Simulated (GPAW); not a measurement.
# Near-edge structure at the Zn K edge of zinc-blende (ZnS)₁₋ₓ(ZnSe)ₓ at x = 1

What does the Zn K edge look like in zinc-blende (ZnS)₁₋ₓ(ZnSe)ₓ at x = 1?

Program: GPAW 26.7.0. Level of theory: X-ray absorption from dipole matrix elements to empty bands, plane-wave PAW PBE. Results are calculated unless marked as measured.

This is a report of a sequence of runs, with most program output left out.

## (1) The structure

The structure is cubic, space group F-43m (No. 216). The conventional cell has a = 5.668 Å, b = 5.668 Å, c = 5.668 Å, α = 90.00°, β = 90.00°, γ = 90.00°. Zn has 4 Se at 2.45 Å nearest. Nearest to Se lie 4 Zn at 2.45 Å. 16-atom zinc-blende cell, 8 of 8 S sites taken by Se at random, lattice constants typed for the ends and interpolated (Vegard). Farther neighbours and most contacts between anions are not listed.

Coordinates:

```cif
data_structure
_symmetry_space_group_name_H-M 'F-43m'
_symmetry_Int_Tables_number 216
_cell_length_a 5.6680
_cell_length_b 5.6680
_cell_length_c 5.6680
_cell_angle_alpha 90.000
_cell_angle_beta 90.000
_cell_angle_gamma 90.000
_cell_volume 182.09
loop_
_atom_site_label
_atom_site_type_symbol
_atom_site_symmetry_multiplicity
_atom_site_Wyckoff_symbol
_atom_site_fract_x
_atom_site_fract_y
_atom_site_fract_z
_atom_site_occupancy
Zn1 Zn 4 a 0.00000 0.00000 0.00000 1
Se1 Se 4 c 0.25000 0.75000 0.75000 1
```

## (2) The field without a hole

A plain self-consistent run shows whether there is a gap, which decides the set-up of the core-hole run.

Contents of scf.py:

```python
import numpy as np
from ase import Atoms
from ase.parallel import parprint, paropen
from gpaw import GPAW, PW, FermiDirac, Mixer, MixerDif, setup_paths
from gpaw.test import gen
setup_paths.insert(0, '.')
gen('Zn', name='nch1s', xcname='PBE', corehole=(1, 0, 0), write_xml=True)
from gpaw.mpi import world
world.barrier()

atoms = Atoms('ZnSeZnSeZnSeZnSeZnSeZnSeZnSeZnSe',
    cell=[[0, 5.668, 5.668],
     [5.668, 0, 5.668],
     [5.668, 5.668, 0]],
    scaled_positions=[[0, 0, 0],
     [0.125, 0.125, 0.125],
     [0, 0, 0.5],
     [0.125, 0.125, 0.625],
     [0, 0.5, 0],
     [0.125, 0.625, 0.125],
     [0, 0.5, 0.5],
     [0.125, 0.625, 0.625],
     [0.5, 0, 0],
     [0.625, 0.125, 0.125],
     [0.5, 0, 0.5],
     [0.625, 0.125, 0.625],
     [0.5, 0.5, 1],
     [0.625, 0.625, 0.125],
     [0.5, 0.5, 0.5],
     [0.625, 0.625, 0.625]],
    pbc=True)
atoms.calc = calc = GPAW(legacy_gpaw=True, mode=PW(400, force_complex_dtype=True), xc='PBE', setups={0: 'nch1s'},
    kpts={'size': (4, 4, 4), 'gamma': True}, occupations=FermiDirac(0.05),
    charge=0, mixer=Mixer(0.1, 5, 50), maxiter=150,
    convergence={'density': 0.0001, 'eigenstates': 1e-6}, txt='scf.txt')
energy = atoms.get_potential_energy() + calc.get_reference_energy()
ef = calc.get_fermi_level()
out = dict(energy=energy, fermi=ef, forces=atoms.get_forces().tolist())
parprint(f'all-electron energy {energy:.4f} eV, Fermi level {ef:.4f} eV')
ev = np.array([[calc.get_eigenvalues(k, s) for k in range(len(calc.get_ibz_k_points()))] for s in range(calc.get_number_of_spins())])
out['homo'], out['lumo'], out['counts'] = ev[ev < ef].max(), ev[ev > ef].min(), sorted(set((ev < ef).sum((0, 2)).tolist()))
out['filled'] = (ev[:, 0] < ef).sum(1).tolist()
import json
with paropen('out.json', 'w') as f:
    json.dump(out, f)
```

On the command line:

```
$ OMP_NUM_THREADS=1 mpirun -n 4 gpaw python scf.py
```

The job ended after 88 s (4 MPI ranks of Arm Neoverse N1, shared host; peak memory 0.35 GiB).

The mesh shows a gap of 1.30 eV. The excited electron is kept all the same, so that all members of the series, with or without a gap, are treated alike.

## (3) Cell without a hole, the energy reference

The photon energy needs a difference of total energies, so the cell and mesh of the coming hole run are first run without a hole.

Edit scf.py of step 2 so:

```diff
@@ -26,3 +26,3 @@
      [0.625, 0.125, 0.625],
-     [0.5, 0.5, 1],
+     [0.5, 0.5, 0],
      [0.625, 0.625, 0.125],
@@ -32,3 +32,3 @@
 atoms.calc = calc = GPAW(legacy_gpaw=True, mode=PW(400, force_complex_dtype=True), xc='PBE', setups={0: 'nch1s'},
-    kpts={'size': (4, 4, 4), 'gamma': True}, occupations=FermiDirac(0.05),
+    kpts={'size': (3, 3, 3), 'gamma': True}, occupations=FermiDirac(0.02),
     charge=0, mixer=Mixer(0.1, 5, 50), maxiter=150,
```

It took 45 s on 4 MPI ranks; peak memory 0.34 GiB; 3 min of CPU time.

Reference energy: -919767.234 eV with the cores included.

## (4) Spectrum with XCH, Zn atom 1

The holes are 8.0 Å apart. In GPAW the data set carries the hole's charge, so charge=0 means a charged cell and charge=-1 a neutral one. The excited electron is kept in the cell, where it fills the lowest empty states and screens the hole. After the field has converged, empty bands are computed with the density fixed and the dipole matrix elements are summed.

The absorber has 4 Se at 2.45 Å (tetrahedral).

Contents of xas.py:

```python
import numpy as np
from ase import Atoms
from ase.parallel import parprint, paropen
from gpaw import GPAW, PW, FermiDirac, Mixer, MixerDif, setup_paths
from gpaw.test import gen
setup_paths.insert(0, '.')
gen('Zn', name='fch1s', xcname='PBE', corehole=(1, 0, 1), write_xml=True)
from gpaw.mpi import world
world.barrier()

atoms = Atoms('ZnSeZnSeZnSeZnSeZnSeZnSeZnSeZnSe',
    cell=[[0, 5.668, 5.668],
     [5.668, 0, 5.668],
     [5.668, 5.668, 0]],
    scaled_positions=[[0, 0, 0],
     [0.125, 0.125, 0.125],
     [0, 0, 0.5],
     [0.125, 0.125, 0.625],
     [0, 0.5, 0],
     [0.125, 0.625, 0.125],
     [0, 0.5, 0.5],
     [0.125, 0.625, 0.625],
     [0.5, 0, 0],
     [0.625, 0.125, 0.125],
     [0.5, 0, 0.5],
     [0.625, 0.125, 0.625],
     [0.5, 0.5, 0],
     [0.625, 0.625, 0.125],
     [0.5, 0.5, 0.5],
     [0.625, 0.625, 0.625]],
    pbc=True)
atoms.calc = calc = GPAW(legacy_gpaw=True, mode=PW(400, force_complex_dtype=True), xc='PBE', setups={0: 'fch1s'},
    kpts={'size': (3, 3, 3), 'gamma': True}, occupations=FermiDirac(0.04),
    charge=-1, mixer=Mixer(0.1, 5, 50), maxiter=150,
    convergence={'density': 0.0001, 'eigenstates': 1e-6}, txt='scf.txt')
energy = atoms.get_potential_energy() + calc.get_reference_energy()
ef = calc.get_fermi_level()
out = dict(energy=energy, fermi=ef, forces=atoms.get_forces().tolist())
parprint(f'all-electron energy {energy:.4f} eV, Fermi level {ef:.4f} eV')
ev = np.array([[calc.get_eigenvalues(k, s) for k in range(len(calc.get_ibz_k_points()))] for s in range(calc.get_number_of_spins())])
out['homo'], out['lumo'], out['counts'] = ev[ev < ef].max(), ev[ev > ef].min(), sorted(set((ev < ef).sum((0, 2)).tolist()))
out['filled'] = (ev[:, 0] < ef).sum(1).tolist()

from ase.units import Ha
from gpaw.xas import dipole_matrix_elements
nb = int(calc.get_number_of_electrons() / 2) + 186
top, nb = nb, nb + 8 + nb // 12
nscf = calc.fixed_density(kpts={'size': (4, 4, 4), 'gamma': True}, nbands=nb,
    convergence={'bands': top, 'eigenstates': 5e-3}, maxiter=60, txt='nscf.txt')
cell = atoms.cell.array
ops = [cell.T @ U.T @ np.linalg.inv(cell.T) for U in nscf.wfs.kd.symmetry.op_scc]
filled = [72]  # bands filled in the ground state, by spin
E = np.arange(-6, 30, 0.1)
fwhm = np.interp(E, [4, 25], [1.67, 3.5])
Y, X, zero, highest = 0, 0, 1e9, 1e9
for spin in range(nscf.get_number_of_spins()):
    wfs = nscf.wfs
    mine = wfs.bd.get_slice()  # this rank's bands
    A = dipole_matrix_elements(wfs.setups[0])
    eps = np.zeros((wfs.kd.nibzkpts, nb))
    d = np.zeros((3, A.shape[1], wfs.kd.nibzkpts, nb), complex)
    for kpt in wfs.kpt_u:
        if kpt.s == spin and 0 in kpt.P_ani:
            eps[kpt.k, mine] = kpt.eps_n * Ha
            d[:, :, kpt.k, mine] = (kpt.weight * wfs.nspins / 2) ** 0.5 * np.inner(A, kpt.P_ani[0])
    world.sum(eps)
    world.sum(d)
    T = np.einsum('amkn,bmkn->abkn', d, d.conj()).real
    T = sum(np.einsum('ai,ijkn,bj->abkn', R, T, R) for R in ops) / len(ops)
    empty = np.ones_like(eps, bool) & (np.arange(nb) >= filled[spin])
    zero, highest = min(zero, eps[empty].min()), min(highest, eps[:, top - 1].min())
    lines = [(eps, T, empty)] if spin == 0 else lines + [(eps, T, empty)]
for eps, T, empty in lines:
    f = np.einsum('aakn->akn', T).reshape(3, -1)
    x = eps.ravel() - zero
    w = np.interp(x, E, fwhm) / 2.35482
    g = np.exp(-0.5 * ((E[:, None] - x) / w) ** 2) / (w * (2 * np.pi) ** 0.5)
    Y = Y + (f * empty.ravel()) @ g.T
    X = X + (f * ~empty.ravel()) @ g.T
out.update(E=E.round(2).tolist(), xas=Y.tolist(), xes=X.tolist(), zero=zero, valid=highest - zero, nk=len(eps), nb=nb)
for i in range(0, len(E), 10):
    parprint(f'{E[i]:7.2f}', *(f'{v:10.3e}' for v in Y[:, i]))
import json
with paropen('out.json', 'w') as f:
    json.dump(out, f)
```

On the command line:

```
$ OMP_NUM_THREADS=1 mpirun -n 4 gpaw python xas.py
```

Run time: 3.4 min. Hardware: 4 MPI ranks; peak memory 0.54 GiB; 14 min of CPU time.

The Zn K spectrum, Zn atom 1, excited-electron core hole (neutral cell) (energy from the bottom of the conduction band, which holds the excited electron; intensity scaled to a mean of 1 over the first 20 eV):

| E (eV) | intensity |
| --- | --- |
| -2.00 | 0.00 |
| -1.25 | 0.00 |
| -0.50 | 0.00 |
| 0.25 | 0.04 |
| 1.00 | 0.17 |
| 1.75 | 0.48 |
| 2.50 | 0.90 |
| 3.25 | 1.19 |
| 4.00 | 1.58 |
| 4.75 | 2.04 |
| 5.50 | 1.90 |
| 6.25 | 1.33 |
| 7.00 | 0.97 |
| 7.75 | 0.94 |
| 8.50 | 1.01 |
| 9.25 | 0.97 |
| 10.00 | 0.88 |
| 10.75 | 0.91 |
| 11.50 | 1.08 |
| 12.25 | 1.23 |
| 13.00 | 1.23 |
| 13.75 | 1.12 |
| 14.50 | 0.99 |
| 15.25 | 0.87 |
| 16.00 | 0.78 |
| 16.75 | 0.77 |
| 17.50 | 0.82 |
| 18.25 | 0.86 |
| 19.00 | 0.83 |
| 19.75 | 0.76 |
| 20.50 | 0.73 |
| 21.25 | 0.76 |
| 22.00 | 0.81 |
| 22.75 | 0.84 |
| 23.50 | 0.84 |
| 24.25 | 0.84 |
| 25.00 | 0.85 |
| 25.75 | 0.88 |
| 26.50 | 0.90 |
| 27.25 | 0.91 |
| 28.00 | 0.90 |
| 28.75 | 0.90 |

Main maxima below 28 eV (height): 5.0 eV (2.08), 8.6 eV (1.01), 12.6 eV (1.25) and 18.4 eV (0.86). A K edge sees empty p states on the absorber.

The total-energy difference is 9692.52 eV. One term is added: -30.96 eV, since the hole is spin-paired here and a spin-polarised one costs that much less in the free atom (computed apart). The photon energy is then 9661.56 eV. The tabulated edge of the element is 9659 eV. The functional leaves an error of a few eV in such absolute values.

## (5) What came out

- absorber and edge: Zn K, atom 1 of the ground-state input (counted from 1)
- surroundings: 4 Se at 2.45 Å (tetrahedral)
- highest intensity below 24 eV: 5.0 eV above the zero, height 2.08
- photon energy of the zero, with the added terms: 9661.6 eV (raw 9692.5 eV; uncertain by a few eV)

The Zn K edge of atom 1, with 4 Se at 2.45 Å (tetrahedral), has its highest intensity of the first 24 eV at 5.0 eV above the zero, near 9667 eV in photon energy (uncertain by a few eV), 2.1 times the mean level of the first 20 eV (Gaussian full width 1.67 eV up to 4 eV, rising linearly to 3.5 eV at 25 eV). The script folds with a Gaussian, whereas the core hole's own line is a Lorentzian, so the onset is too steep and the first peak too high.

[Logs are printed without paths, hosts, clocks, repeated set-up lines and the standing remarks that a program may print on its own settings, such as how far it seeks lower states.]

[Hosts, paths, dates, database ids (printed as entryN), source tags and the programs' standing remarks are cut or masked in the printed files.]

[Lists of maxima count a maximum above −3 eV only where it reaches 4 % of the highest in the window and stands out from its surroundings by 2 % of it (1.5 % where it reaches 55 %); shoulders and weaker maxima are passed over, and of the rest the first, up to two pre-edge ones and the few strongest are named.]
